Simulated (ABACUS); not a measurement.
# Ge (Fd-3m) in ABACUS: a series of runs

One crystal, Ge, is run at these levels: PBE; tasks: equation of state.

Everything below comes from runs of ABACUS 3.10.1. Logs are shortened: lines on timing, memory, paths and dates and some standing lists are left out, and cuts for length are marked.

## 1. The crystal as given

It takes space group Fd-3m (No. 227, cubic). Conventional cell: a = 5.658 Å, b = 5.658 Å, c = 5.658 Å, α = 90.00°, β = 90.00°, γ = 90.00°. Around Ge (site symmetry -43m) lie 4 Ge at 2.45 Å.

## 2. Equation of state, PBE, 21.28 Å³/atom (volume scaled by 0.94)

File INPUT:

```
INPUT_PARAMETERS
suffix              Ge
calculation         scf
basis_type          lcao
pseudo_dir          ./
orbital_dir         ./
symmetry            1
dft_functional      pbe
ecutwfc             100
pseudo_rcut         10
nspin               1
nbands              18
ks_solver           genelpa
smearing_method     fd
smearing_sigma      0.00367493
scf_thr             1e-07
scf_nmax            100
mixing_type         broyden
mixing_beta         0.7
cal_force           1
cal_stress          1
out_mul             1
```

File STRU:

```
ATOMIC_SPECIES
Ge 72.6300 Ge.upf

NUMERICAL_ORBITAL
Ge_confined-atom_7au_3s3p3d1f.orb

LATTICE_CONSTANT
1.8897261246

LATTICE_VECTORS
0.0000000000 2.7711609388 2.7711609388
2.7711609388 0.0000000000 2.7711609388
2.7711609388 2.7711609388 0.0000000000

ATOMIC_POSITIONS
Direct

Ge
0.0
2
0.7500000000 0.7500000000 0.7500000000 1 1 1
0.5000000000 0.5000000000 0.5000000000 1 1 1
```

File KPT:

```
K_POINTS
0
Gamma
8 8 8 0 0 0
```

Potentials or basis: PseudoDojo NC SR 0.4.1 PBE standard, TZDP LCAO (the cutoffs set its grid).

Run with:

```
$ OMP_NUM_THREADS=1 mpirun -np 4 abacus > log
```

running log:

```text
ABACUS v3.10.1

               Atomic-orbital Based Ab-initio Computation at UStc

 ------------------------------------------------------------------------------------

 READING GENERAL INFORMATION
                           global_out_dir = OUT.Ge/
                           global_in_card = INPUT
                               pseudo_dir = ./
                              orbital_dir = ./
                                    DSIZE = 4
                                    GSIZE = 1

 READING UNITCELL INFORMATION
                                    ntype = 1
                  lattice constant (Bohr) = 1.88973
              lattice constant (Angstrom) = 1

 READING ATOM TYPE 1
                               atom label = Ge
                      L=0, number of zeta = 3
                      L=1, number of zeta = 3
                      L=2, number of zeta = 3
                      L=3, number of zeta = 1
             number of atom for this type = 2

                        TOTAL ATOM NUMBER = 2
DIRECT COORDINATES
    atom                   x                   y                   z     mag                  vx                  vy                  vz
taud_Ge1            0.7500000000        0.7500000000        0.7500000000  0.0000        0.0000000000        0.0000000000        0.0000000000
taud_Ge2            0.5000000000        0.5000000000        0.5000000000  0.0000        0.0000000000        0.0000000000        0.0000000000

                          Volume (Bohr^3) = 287.218
                             Volume (A^3) = 42.5613

 Lattice vectors: (Cartesian coordinate: in unit of a_0)
                   +0            +2.77116            +2.77116
             +2.77116                  +0            +2.77116
             +2.77116            +2.77116                  +0
 Reciprocal vectors: (Cartesian coordinate: in unit of 2 pi/a_0)
             -0.18043            +0.18043            +0.18043
             +0.18043            -0.18043            +0.18043
             +0.18043            +0.18043            -0.18043
 The esolver type has been set to : ksdft_lcao

                PAO radial cut off (Bohr) = 10

 Read in pseudopotential file is Ge.upf
                     pseudopotential type = NC
          exchange-correlation functional = PBE
                 nonlocal core correction = 1
                        valence electrons = 14
                                     lmax = 2
                           number of zeta = 3
                     number of projectors = 6
                           L of projector = 0
                           L of projector = 0
                           L of projector = 1
                           L of projector = 1
                           L of projector = 2
[... 171 lines left out ...]
   longest nonlocal projector rcut (Bohr) = 1.94
                     search radius (Bohr) = 17.9
              searching radius is (Bohr)) = 17.9
         searching radius unit is (Bohr)) = 1.89
                         PeriodicBoundary = 1
                        Radius(unit:lat0) = 9.46
                                   glayer = [ 4, 4, 4 ]
                             glayer_minus = [ 3, 3, 3 ]

Find the coordinate range of the input atom(unit:lat0).
                                  min_tau = [ -13.9, -13.9, -13.9 ]
                                  max_tau = [ 20.8, 20.8, 20.8 ]
                                BoxNumber = [ 7, 7, 7 ]

 SETUP EXTENDED REAL SPACE GRID FOR GRID INTEGRATION
                          real space grid = [ 48, 48, 48 ]
                 big cell numbers in grid = [ 12, 12, 12 ]
             meshcell numbers in big cell = [ 4, 4, 4 ]
                        extended fft grid = [ 14, 14, 14 ]
                dimension of extened grid = [ 41, 41, 41 ]
                            UnitCellTotal = 125
              Atom number in sub-FFT-grid = 2
    Local orbitals number in sub-FFT-grid = 68
                                ParaV.nnr = 84966
                                 init_chg = atomic

 LCAO ALGORITHM --------------- ION=   1  ELEC=   1--------------------------------

 Density error is 0.0365229930781
----------------------------------------------------------
     Energy           Rydberg                 eV
----------------------------------------------------------
 E_KohnSham     -357.2662013109      -4860.8560406427
 E_Harris       -356.7155650945      -4853.3642505747
 E_Fermi        0.7606446522         10.3491014231
----------------------------------------------------------
[... 69 lines left out ...]
 Density error is 1.20310156872e-08
----------------------------------------------------------
     Energy           Rydberg                 eV
----------------------------------------------------------
 E_KohnSham     -357.2668102817      -4860.8643261163
 E_KS(sigma->0) -357.2668039411      -4860.8642398483
 E_Harris       -357.2668108873      -4860.8643343563
 E_band         -18.3949690712       -250.2763939024
 E_one_elec     -176.4935817119      -2401.3183717109
 E_Hartree      108.2271176665       1472.5054783808
 E_xc           -87.3837972993       -1188.9175561481
 E_Ewald        -201.6165362558      -2743.1337041022
 E_entropy(-TS) -0.0000126811        -0.0001725359
 E_descf        0.0000000000         0.0000000000
 E_exx          0.0000000000         0.0000000000
 E_Fermi        0.7833064815         10.6574314288
----------------------------------------------------------

 charge density convergence is achieved
 final etot is -4860.8643261 eV
 EFERMI = 10.657431429 eV

 STATE ENERGY(eV) AND OCCUPATIONS    NSPIN == 1
 1/29 kpoint (Cartesian) = 0.0000 0.0000 0.0000 (1226 pws)
       1       -14.5163     0.00390625
       2       -14.5163     0.00390625
       3       -14.5163     0.00390625
       4       -14.4735     0.00390625
       5       -14.4735     0.00390625
       6       -14.2299     0.00390625
[... 98 lines left out ...]
       5       -14.4458      0.0234375
       6       -14.2686      0.0234375
[... 10 lines left out ...]
      17        14.3645    1.48031e-34
      18        14.3645    1.48031e-34

[... levels at 23 further k points ...]

 correction force for each atom along direction 1 is 6.82197e-14
 correction force for each atom along direction 2 is 6.07708e-14
 correction force for each atom along direction 3 is -6.91114e-15
------------------------------------------------------------------------------------------
 TOTAL-FORCE (eV/Angstrom)
------------------------------------------------------------------------------------------
                       Ge1         0.0000000000         0.0000000000         0.0000000000
                       Ge2         0.0000000000         0.0000000000         0.0000000000
------------------------------------------------------------------------------------------

----------------------------------------------------------------
 TOTAL-STRESS (KBAR)
----------------------------------------------------------------
        98.1412129222         0.0000000000         0.0000000000
         0.0000000000        98.1412129222         0.0000000000
        -0.0000000000         0.0000000000        98.1412129222
----------------------------------------------------------------
 TOTAL-PRESSURE: 98.141213 KBAR

 --------------------------------------------
 !FINAL_ETOT_IS -4860.8643261162851559 eV
 --------------------------------------------
```

mulliken.txt:

```text
 0
CALCULATE THE MULLIkEN ANALYSIS FOR EACH ATOM
 Total charge:	28
Decomposed Mulliken populations
0                             Zeta of Ge              Spin 1
s                                      0              1.5963
[... 91 lines left out ...]
SUM OVER M+Zeta                                      10.2332

fz^3                                   0              0.0016
fxz^2                                  0              0.0015
fyz^2                                  0              0.0015
fzx^2-zy^2                             0              0.0013
fxyz                                   0              0.0011
fx^3-3*xy^2                            0              0.0015
f3yx^2-y^3                             0              0.0016
SUM OVER M                                            0.0100
SUM OVER M+Zeta                                       0.0100

SUM OVER M+Zeta+L                                    14.0000

Total Charge on atom:                 Ge             14.0000
```

Run time: 6.7 s. Hardware: 4 MPI ranks of Intel Xeon at 2.60GHz (Ice Lake), shared host; peak memory 0.44 GiB.

What came out:

```
Free energy            : -4860.8643 eV
Pressure               : 9.8 GPa
Band gap on the k mesh : 0.38 eV, indirect (least direct gap 0.72 eV)
```

Caveat: the atomic orbitals were generated for these runs and aren't a published set; the basis of atomic orbitals isn't converged, which shifts pressures, moduli and gaps.

## 3. Equation of state, PBE, 21.73 Å³/atom (volume scaled by 0.96)

INPUT is that of step 2.

STRU, as its differences from that of step 2:

```diff
@@ -10,5 +10,5 @@
 LATTICE_VECTORS
-0.0000000000 2.7711609388 2.7711609388
-2.7711609388 0.0000000000 2.7711609388
-2.7711609388 2.7711609388 0.0000000000
+0.0000000000 2.7906767997 2.7906767997
+2.7906767997 0.0000000000 2.7906767997
+2.7906767997 2.7906767997 0.0000000000
```

KPT is that of step 2.

Potentials or basis: PseudoDojo NC SR 0.4.1 PBE standard, TZDP LCAO (the cutoffs set its grid).

Run with:

```
$ OMP_NUM_THREADS=1 mpirun -np 4 abacus > log
```

Wall time 6.2 s (4 MPI ranks of Intel Xeon at 2.60GHz (Ice Lake), shared host); peak memory 0.44 GiB.

The run converged. Its results:

| Property | Result |
| --- | --- |
| Free energy | -4860.9137 eV |
| Pressure | 7.7 GPa |
| Band gap on the k mesh | 0.31 eV, indirect (least direct gap 0.52 eV) |

Caveat: the atomic orbitals were generated for these runs and aren't a published set; the basis of atomic orbitals isn't converged, which shifts pressures, moduli and gaps.

## 4. Equation of state, PBE, 22.19 Å³/atom (volume scaled by 0.98)

INPUT is that of step 3.

STRU, as its differences from that of step 3:

```diff
@@ -10,5 +10,5 @@
 LATTICE_VECTORS
-0.0000000000 2.7906767997 2.7906767997
-2.7906767997 0.0000000000 2.7906767997
-2.7906767997 2.7906767997 0.0000000000
+0.0000000000 2.8099234548 2.8099234548
+2.8099234548 0.0000000000 2.8099234548
+2.8099234548 2.8099234548 0.0000000000
```

KPT is that of step 3.

Run with:

```
$ OMP_NUM_THREADS=1 mpirun -np 4 abacus > log
```

It took 6 s on 4 MPI ranks of Intel Xeon at 2.60GHz (Ice Lake), shared host; peak memory 0.44 GiB.

Results (log left out):

* Free energy: -4860.9521 eV
* Pressure: 5.9 GPa
* Band gap on the k mesh: 0.25 eV, indirect (least direct gap 0.32 eV)

Caveat: the atomic orbitals were generated for these runs and aren't a published set; the basis of atomic orbitals isn't converged, which shifts pressures, moduli and gaps.

## 5. Equation of state, PBE, 22.64 Å³/atom

INPUT is that of step 4.

STRU, as its differences from that of step 4:

```diff
@@ -10,5 +10,5 @@
 LATTICE_VECTORS
-0.0000000000 2.8099234548 2.8099234548
-2.8099234548 0.0000000000 2.8099234548
-2.8099234548 2.8099234548 0.0000000000
+0.0000000000 2.8289100000 2.8289100000
+2.8289100000 0.0000000000 2.8289100000
+2.8289100000 2.8289100000 0.0000000000
```

KPT is that of step 4.

Run with:

```
$ OMP_NUM_THREADS=1 mpirun -np 4 abacus > log
```

Wall time 7.8 s (4 MPI ranks of Intel Xeon at 2.60GHz (Ice Lake), shared host); peak memory 0.44 GiB.

It converged, with:

```yaml
Free_energy: -4860.9805 eV
Pressure: 4.2 GPa
Band_gap_on_the_k_mesh: 0.13 eV, direct
```

Caveat: the atomic orbitals were generated for these runs and aren't a published set; the basis of atomic orbitals isn't converged, which shifts pressures, moduli and gaps.

## 6. Equation of state, PBE, 23.09 Å³/atom (volume scaled by 1.02)

INPUT is that of step 5.

STRU, as its differences from that of step 5:

```diff
@@ -10,5 +10,5 @@
 LATTICE_VECTORS
-0.0000000000 2.8289100000 2.8289100000
-2.8289100000 0.0000000000 2.8289100000
-2.8289100000 2.8289100000 0.0000000000
+0.0000000000 2.8476450493 2.8476450493
+2.8476450493 0.0000000000 2.8476450493
+2.8476450493 2.8476450493 0.0000000000
```

KPT is that of step 5.

Potentials or basis: PseudoDojo NC SR 0.4.1 PBE standard, TZDP LCAO (the cutoffs set its grid).

Run with:

```
$ OMP_NUM_THREADS=1 mpirun -np 4 abacus > log
```

Run time: 7.4 s. Hardware: 4 MPI ranks of Intel Xeon at 2.60GHz (Ice Lake), shared host; peak memory 0.48 GiB.

The run converged. Its results:

* Free energy: -4861.0004 eV
* Pressure: 2.8 GPa
* Band gap on the k mesh: none (metal or under the smearing width)

Caveat: the atomic orbitals were generated for these runs and aren't a published set; the basis of atomic orbitals isn't converged, which shifts pressures, moduli and gaps.

## 7. Equation of state, PBE, 23.54 Å³/atom (volume scaled by 1.04)

INPUT is that of step 6.

STRU, as its differences from that of step 6:

```diff
@@ -10,5 +10,5 @@
 LATTICE_VECTORS
-0.0000000000 2.8476450493 2.8476450493
-2.8476450493 0.0000000000 2.8476450493
-2.8476450493 2.8476450493 0.0000000000
+0.0000000000 2.8661367691 2.8661367691
+2.8661367691 0.0000000000 2.8661367691
+2.8661367691 2.8661367691 0.0000000000
```

KPT is that of step 6.

Run with:

```
$ OMP_NUM_THREADS=1 mpirun -np 4 abacus > log
```

Run time: 7.4 s. Hardware: 4 MPI ranks of Intel Xeon at 2.60GHz (Ice Lake), shared host; peak memory 0.44 GiB.

The run converged. Its results:

| Quantity | Value |
| --- | --- |
| Free energy | -4861.0125 eV |
| Pressure | 1.5 GPa |
| Band gap on the k mesh | none (metal or under the smearing width) |

Caveat: the atomic orbitals were generated for these runs and aren't a published set; the basis of atomic orbitals isn't converged, which shifts pressures, moduli and gaps.

## 8. Equation of state, PBE, 24.00 Å³/atom (volume scaled by 1.06)

INPUT is that of step 7.

STRU, as its differences from that of step 7:

```diff
@@ -10,5 +10,5 @@
 LATTICE_VECTORS
-0.0000000000 2.8661367691 2.8661367691
-2.8661367691 0.0000000000 2.8661367691
-2.8661367691 2.8661367691 0.0000000000
+0.0000000000 2.8843929095 2.8843929095
+2.8843929095 0.0000000000 2.8843929095
+2.8843929095 2.8843929095 0.0000000000
```

KPT is that of step 7.

Run with:

```
$ OMP_NUM_THREADS=1 mpirun -np 4 abacus > log
```

It took 6.9 s on 4 MPI ranks of Intel Xeon at 2.60GHz (Ice Lake), shared host; peak memory 0.44 GiB.

It converged, with:

* Free energy: -4861.0176 eV
* Pressure: 0.3 GPa
* Band gap on the k mesh: none (metal or under the smearing width)

Caveat: the atomic orbitals were generated for these runs and aren't a published set; the basis of atomic orbitals isn't converged, which shifts pressures, moduli and gaps.

## 9. Equation of state, PBE

Potentials or basis: PseudoDojo NC SR 0.4.1 PBE standard, TZDP LCAO (the cutoffs set its grid).

This step only gathers the single runs of the series.

Results:

| Quantity | Value |
| --- | --- |
| Equilibrium volume | 24.15 Å³/atom (rough: see the caveat) |
| Bulk modulus | 56 GPa (rough) |

Energy against volume, from the lowest point:
| volume (Å³/atom) | energy (meV/atom) |
| --- | --- |
| 21.281 | 76.65 |
| 21.733 | 51.97 |
| 22.186 | 32.74 |
| 22.639 | 18.56 |
| 23.092 | 8.60 |
| 23.545 | 2.55 |
| 23.997 | 0.00 |

Caveat: the atomic orbitals were generated for these runs and aren't a published set; the minimum lies outside the volumes run; the basis of atomic orbitals isn't converged, which shifts pressures, moduli and gaps.
